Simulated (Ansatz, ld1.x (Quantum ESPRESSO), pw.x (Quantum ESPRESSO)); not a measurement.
What a changed setting does to a pw.x run (diamond Al)

Potential: norm-conserving Troullier–Martins (Kleinman–Bylander form), ld1.x (Quantum ESPRESSO) 7.5, PBE; core [Ne], reference 3s1.5 3p1.5; waves: 3s (bound): rc 2.05 bohr; 3p (bound): rc 1.65 bohr; local part: all-electron potential smoothed inside 1.60 bohr (lloc = -2); core correction: none.

The reference run (k-mesh 8³, cutoffs 45/180 Ry, Fermi–Dirac 0.01 Ry, mixing_beta 0.4, conv_thr 1e-9, no spin) gives 0.35 GPa at 27.707 Å³/atom, where all-electron LAPW gives -0.02 GPa. This run, with its own iteration cap, changes input_dft to sla+noc, a wrong or extreme entry chosen on purpose.

```
&control
  calculation='scf', prefix='x', pseudo_dir='./', outdir='./tmp', tstress=.true., disk_io='none'
/
&system
  ibrav=0, nat=2, ntyp=1, ecutwfc=45, ecutrho=180, nbnd=10,
  occupations='smearing', smearing='fd', degauss=0.01, input_dft='sla+noc'
/
&electrons
  conv_thr=1e-09, mixing_beta=0.4, electron_maxstep=70
/
ATOMIC_SPECIES
Al 1.0 Al.UPF
CELL_PARAMETERS angstrom
  0.00000000 3.02595990 3.02595990
  3.02595990 0.00000000 3.02595990
  3.02595990 3.02595990 0.00000000
ATOMIC_POSITIONS crystal
Al 0.0000 0.0000 0.0000
Al 0.2500 0.2500 0.2500
K_POINTS automatic
8 8 8 0 0 0
```

```bash
pw.x < Al.scf.in > Al.scf.out
```

Problem. How does the run end?

Solution. It converges in 7 iterations; the free energy moves by +3.48 eV/atom and the pressure by +2.13 GPa. The functional is no longer that of the file, so the result is not meaningful.

```
Exchange-correlation= SLA+NOC
     Message from routine setup:
     using ibrav=0 with symmetry is DISCOURAGED, use correct ibrav instead
     lattice parameter (alat)  =       8.0868  a.u.
     unit-cell volume          =     373.9522 (a.u.)^3
     number of electrons       =         6.00
     number of Kohn-Sham states=           10
     kinetic-energy cutoff     =      45.0000  Ry
     charge density cutoff     =     180.0000  Ry
     scf convergence threshold =      1.0E-09
     Exchange-correlation= SLA+NOC
     number of k points=    29  Fermi-Dirac smearing, width (Ry)=  0.0100
     iteration #  1     ecut=    45.00 Ry     beta= 0.40
     total energy              =      -7.68137908 Ry
     estimated scf accuracy    <       0.01260490 Ry
     iteration #  2     ecut=    45.00 Ry     beta= 0.40
     total energy              =      -7.68079858 Ry
     estimated scf accuracy    <       0.00355734 Ry
     iteration #  3     ecut=    45.00 Ry     beta= 0.40
     total energy              =      -7.68099598 Ry
     estimated scf accuracy    <       0.00006792 Ry
     iteration #  4     ecut=    45.00 Ry     beta= 0.40
     total energy              =      -7.68100082 Ry
     estimated scf accuracy    <       0.00000213 Ry
     iteration #  5     ecut=    45.00 Ry     beta= 0.40
     total energy              =      -7.68100108 Ry
     estimated scf accuracy    <       0.00000001 Ry
     iteration #  6     ecut=    45.00 Ry     beta= 0.40
     total energy              =      -7.68100108 Ry
     estimated scf accuracy    <          1.5E-09 Ry
     iteration #  7     ecut=    45.00 Ry     beta= 0.40
     the Fermi energy is     4.0286 ev
!    total energy              =      -7.68100108 Ry
     estimated scf accuracy    <          6.3E-12 Ry
     smearing contrib. (-TS)   =      -0.00678334 Ry
     The total energy is F=E-TS. E is the sum of the following terms:
     one-electron contribution =       2.82246426 Ry
     hartree contribution      =       0.38197008 Ry
     xc contribution           =      -2.40030544 Ry
     ewald contribution        =      -8.47834665 Ry
     convergence has been achieved in   7 iterations
          total   stress  (Ry/bohr**3)                   (kbar)     P=       24.86
     Message from routine punch:
     Nothing written, as per user request (disk_io='none')
```

The run took about 7.1 s on one core of a shared host (Intel(R) Xeon(R) Platinum 8259CL CPU @ 2.50GHz, 96 threads, 755 GiB, load 37).
